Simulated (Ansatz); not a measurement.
Task: a calculation of the dielectric tensor and Born charges of RbBr, space group Fm-3m, with the Python package of Ansatz (0.2.0). Give the script and its output. Settings: PBE, PAW, the default cutoff (420 eV here), 3×3×3 k-points, fixed occupations.

Input file `rbbr.xyz`:
```text
2
Lattice="0.0 3.427 3.427 3.427 0.0 3.427 3.427 3.427 0.0" Properties=species:S:1:pos:R:3 pbc="T T T"
Rb    0.00000000    0.00000000    0.00000000
Br    3.42700000    3.42700000    3.42700000
```

`rbbr_eps.py`
```python
import warnings

import ansatz as az
import numpy as np

warnings.simplefilter("ignore", az.DeckWarning)

rbbr = az.Crystal.from_extxyz("rbbr.xyz")

base = (
    rbbr.calculation()
    .accuracy("low")
    .kpoints(3, 3, 3, shift=0.5)
    .functional("pbe")
    .mixing("anderson")
    .occupations("fixed")
    .dielectric()
)
outcome = base.run()
response = outcome.dielectric
eps = np.asarray(response.eps_inf)

print("eps_inf")
print(np.round(eps, 3) + 0.0)
for site, z in zip(outcome.lattice.sites, response.zstar_e):
    print(f"{site.symbol:2s} Z* trace/3 = {np.trace(z) / 3:+.3f} e")
print(f"charge neutrality missed by {response.zstar_sum_residual_pre_e:.4f} e before the sum rule")
```

```console
$ python rbbr_eps.py
eps_inf
[[2.547 0.    0.   ]
 [0.    2.547 0.   ]
 [0.    0.    2.547]]
Rb Z* trace/3 = +1.156 e
Br Z* trace/3 = -1.156 e
charge neutrality missed by 0.0029 e before the sum rule
```

Reading the output:
- The settings weren't tested for convergence.
- Under fixed occupations the level called the Fermi level is the highest filled one on the SCF mesh; off the mesh a filled band can lie a little above it.
- Energy and stress may still move on a finer k-point mesh.
- The mesh has less symmetry than the crystal, which the program warned of.
- Of the deposited cell: the entry's cell lengths or inner coordinates differ somewhat from later room-temperature determinations.
- Pressure is positive in compression.
- The starting cell is as deposited in a crystallographic database; the results hold for this polymorph, which needn't be the stable one.
- This is the electronic (clamped-ion) response; a semilocal gap that is too small tends to raise it. The typed mesh is that of the SCF; the response is solved on denser meshes that the run picks.
- The script silences the warnings on its input, which a real study should read.
- Hardware and time: 16 s on 1 thread of Arm Neoverse V2, on a shared host, peak memory 0.46 GiB.

(Lines on the test bed's own set-up are left out of the output.)
